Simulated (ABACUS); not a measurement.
Input of an ABACUS 3.10.1 run:

The input run_abacus.py:

```python
"""ABACUS run from a structure file: ASE reads it, the script writes STRU, KPT and INPUT."""
import re
import subprocess
from ase.io import read
from ase.units import Bohr

atoms = read("POSCAR")
atoms = atoms[(-atoms.numbers).argsort(kind="stable")]  # ABACUS lists atoms element by element
pseudo = {'V': 'V.upf'}
orbital = {}
magmoms = [2.0]
kmesh = [10, 10, 10]
params = {
    'suffix': 'V',
    'calculation': 'scf',
    'basis_type': 'pw',
    'pseudo_dir': './',
    'symmetry': 1,
    'dft_functional': 'pbe',
    'ecutwfc': 84,
    'pseudo_rcut': 10,
    'nspin': 2,
    'nbands': 18,
    'ks_solver': 'dav',
    'smearing_method': 'fd',
    'smearing_sigma': 0.00367493,
    'scf_thr': 1e-08,
    'scf_nmax': 100,
    'mixing_type': 'broyden',
    'mixing_beta': 0.4,
    'cal_force': 1,
    'cal_stress': 1,
    'out_chg': 1,
    'kpar': 4,
}

symbols = atoms.get_chemical_symbols()
elements = list(dict.fromkeys(symbols))
lines = ["ATOMIC_SPECIES"] + [f"{e} {atoms.get_masses()[symbols.index(e)]:.4f} {pseudo[e]}" for e in elements]
if orbital:
    lines += ["", "NUMERICAL_ORBITAL"] + [orbital[e] for e in elements]
lines += ["", "LATTICE_CONSTANT", f"{1 / Bohr:.10f}", "", "LATTICE_VECTORS"]
lines += [" ".join(f"{x:.10f}" for x in v) for v in atoms.cell]
lines += ["", "ATOMIC_POSITIONS", "Direct"]
for e in elements:
    lines += ["", e, "0.0", str(symbols.count(e))]
    for i, p in enumerate(atoms.get_scaled_positions(wrap=False)):
        if symbols[i] == e:
            mag = "" if magmoms is None else " mag " + " ".join(str(x) for x in (magmoms[i] if isinstance(magmoms[i], list) else [magmoms[i]]))
            lines.append(" ".join(f"{x:.10f}" for x in p) + " 1 1 1" + mag)
open("STRU", "w").write("\n".join(lines) + "\n")
open("KPT", "w").write("K_POINTS\n0\nGamma\n%d %d %d 0 0 0\n" % tuple(kmesh))
open("INPUT", "w").write("INPUT_PARAMETERS\n" + "".join(f"{k:<20s}{v}\n" for k, v in params.items()))

done = subprocess.run(['mpirun', '-np', '4', 'abacus'])
if done.returncode:
    raise SystemExit(done.returncode)
log = open("OUT.V/running_scf.log").read()
print("final energy (eV):", re.findall(r"FINAL_ETOT_IS (\S+)", log))
```

The input POSCAR:

```
V
1.0
   -1.5143500000      1.5143500000      1.5143500000
    1.5143500000     -1.5143500000      1.5143500000
    1.5143500000      1.5143500000     -1.5143500000
V
1
Direct
    0.0000000000      0.0000000000      0.0000000000
```

Potentials or basis: PseudoDojo NC SR 0.5 PBE stringent, plane waves.

The run is started by

```bash
$ OMP_NUM_THREADS=1 python run_abacus.py > log
```

Problem. Estimate the absolute moment.

Solution. 0.00 μB per cell.

Problem. Predict the band gap on the k mesh.

Solution. None (metal or under the smearing width).

Problem. Estimate the net moment.

Solution. 0.00 μB per cell.

Problem. What does it give for the pressure?

Solution. -4.6 GPa.
